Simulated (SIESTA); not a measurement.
The system is WS2, a slab with vacuum.

```
W S
1.0
     3.18321    0.00000    0.00000
    -1.59160    2.75674    0.00000
     0.00000    0.00000   23.66876
W S
2 4
Direct
  0.66667 0.33333 0.36268
  0.33333 0.66667 0.63732
  0.66667 0.33333 0.70318
  0.33333 0.66667 0.42856
  0.66667 0.33333 0.57144
  0.33333 0.66667 0.29682
```

```yaml
Program: SIESTA 5.4.2
Task: single point
Functional: PBE
Potentials_or_basis: PseudoDojo 0.4 standard (PBE files)
Basis: DZP (energy shift 0.003 Ry; two zetas on semicore shells)
Grid_cutoff: 800 Ry
Energy_shift: 0.003 Ry
k_mesh: 10 × 10 × 2
Occupations: fermi-dirac, width 0.05 eV
Spin: no spin polarisation
```

On this cell: largest force 0.697 eV/Å; band gap on the k mesh 1.69 eV, indirect (least direct gap 2.18 eV).

The same run follows on a disturbed copy (atoms moved at random, drawn with an rms of 0.05 Å):

```
W S
1.0
     3.18321    0.00000    0.00000
    -1.59160    2.75674    0.00000
     0.00000    0.00000   23.66876
W S
2 4
Cartesian
  1.5520 0.9560 8.5739
  0.0002 1.8623 15.0674
  1.6521 0.9118 16.6594
  -0.0207 1.8376 10.1056
  1.5995 0.9163 13.5074
  -0.0059 1.8265 7.0380
```

Task: What does the disturbed cell give?

Result: The energy moves by +15.6 meV/atom; largest force 1.440 eV/Å; band gap on the k mesh 1.54 eV, indirect (least direct gap 2.04 eV).

Forces in eV/Å, atoms in the order of the input:
```
W    0.633 -0.997 -0.045
W    0.692 -0.612  0.475
S   -0.579  0.304  0.140
S   -0.226  0.441  1.297
S   -0.114  0.309 -0.602
S   -0.404  0.558 -1.265
```

Stress tensor (GPa, compression positive):
```
 2.71 -0.01 -0.37
-0.01  2.42 -0.14
-0.37 -0.14  3.99
```

Caveats: short orbitals over semicore shells can move pressures by several GPa; spin-orbit coupling is left out, which moves the levels of the heavy elements; the basis of atomic orbitals isn't converged, which shifts pressures, moduli and gaps.

A k mesh can miss the band edges.
